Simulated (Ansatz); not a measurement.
# GeSe: the cost of one run

Method: DFT, levels as named, plane waves, PAW, in Ansatz 0.2.0.

### 1 The system as given

Symmetry: Pnma, No. 62, orthorhombic system. The conventional cell has a = 10.790 Å, b = 3.820 Å, c = 4.380 Å, α = 90.00°, β = 90.00°, γ = 90.00°. Around Ge (site symmetry m) lie 3 Se at 2.54 to 2.58 Å. Around Se (site symmetry m) lie 3 Ge at 2.54 to 2.58 Å.

Coordinates:

```xyz
8
Lattice="10.7900 0.0000 0.0000 0.0000 3.8200 0.0000 0.0000 0.0000 4.3800" Properties=species:S:1:pos:R:3 pbc="T T T"
Ge    1.3056    2.8650    3.9157
Ge    6.7006    2.8650    2.6543
Ge    4.0894    0.9550    1.7257
Ge    9.4844    0.9550    0.4643
Se    9.1931    2.8650    2.1769
Se    3.7981    2.8650    0.0131
Se    6.9919    0.9550    4.3669
Se    1.5969    0.9550    2.2031
```

### 2 PBE: cell and atoms

input.yaml reads:

```yaml
crystal:
  lattice:
    - [10.79, 0.0, 0.0]
    - [0.0, 3.82, 0.0]
    - [0.0, 0.0, 4.38]
  atoms:
    - { symbol: Ge, position: [0.121, 0.75, 0.894] }
    - { symbol: Ge, position: [0.621, 0.75, 0.606] }
    - { symbol: Ge, position: [0.379, 0.25, 0.394] }
    - { symbol: Ge, position: [0.879, 0.25, 0.106] }
    - { symbol: Se, position: [0.852, 0.75, 0.497] }
    - { symbol: Se, position: [0.352, 0.75, 0.003] }
    - { symbol: Se, position: [0.648, 0.25, 0.997] }
    - { symbol: Se, position: [0.148, 0.25, 0.503] }
  symmetry: { tolerance: 0.0003 }
hamiltonian:
  xc: pbe
  pseudopotentials: { kind: paw, azcp: { folder: soft_1 } }
basis:
  ecutwfc: 420
magnetization:
  spin_polarized: false
scf:
  occupations: { method: fermi_dirac, width: 0.02 }
kpoints:
  mp_grid: { grid: [4, 8, 6], shift: [0, 0, 0] }
output:
  forces: true
  stress: true
  eigenvalues: true
relax:
  max_steps: 60
  cell: {}
```

On the command line:

```sh
$ ansatz run input.yaml --threads 2 --pin off --max-ram 5632MiB --backend cpu --events-out ev --progress --plain --runs-dir out
```

**Question.** How long does this run take on 2 threads of Intel Xeon Platinum 8488C (Sapphire Rapids), shared host, and how much memory does it need?

About 2.4 min, with a peak of 0.95 GiB.
